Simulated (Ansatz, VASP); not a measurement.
# One calculation of ZnS, two programs

```
Zn S
1.0
     3.84556    0.00000    0.00000
    -1.92278    3.33035    0.00000
     0.00000    0.00000    6.30372
Zn S
2 2
Direct
  0.36276 0.72552 0.00520
  0.63724 0.27448 0.50520
  0.30955 0.61911 0.37980
  0.69045 0.38089 0.87980
```

Change from the starting cell: mode 4 frozen in at +0.000 Å and mode 5 at +0.196 Å (largest displacements).

Alike in both runs: task single point; functional PBE; k mesh 9 × 9 × 4; occupations gaussian, width 0.05 eV; no spin polarisation.

```csv
,VASP,Ansatz
version,VASP 6.6.1,Ansatz 0.2.0
potentials or method,"VASP PAW PBE potentials, release 64 (Zn, S)","scalar-relativistic, plane waves, PAW"
plane-wave cutoff (eV),520,520
valence electrons in the cell,36,36
```

Ansatz gave:

* gap on the k mesh at the Fermi level (eV): 1.96
* least direct gap on the mesh (eV): 1.96
* pressure (GPa): -0.3
* largest component of the traceless stress (GPa): 0.66
* rms of the force components (eV/Å): 0.124

Q: Estimate VASP's values.

A: gap on the k mesh at the Fermi level (eV): 1.96; least direct gap on the mesh (eV): 1.96; pressure (GPa): 0.5; largest component of the traceless stress (GPa): 0.66; rms of the force components (eV/Å): 0.123.

Atom by atom the forces differ by 0.002 eV/Å (rms over components). With one functional, cell and mesh, what is left measures potentials, basis and numerics.
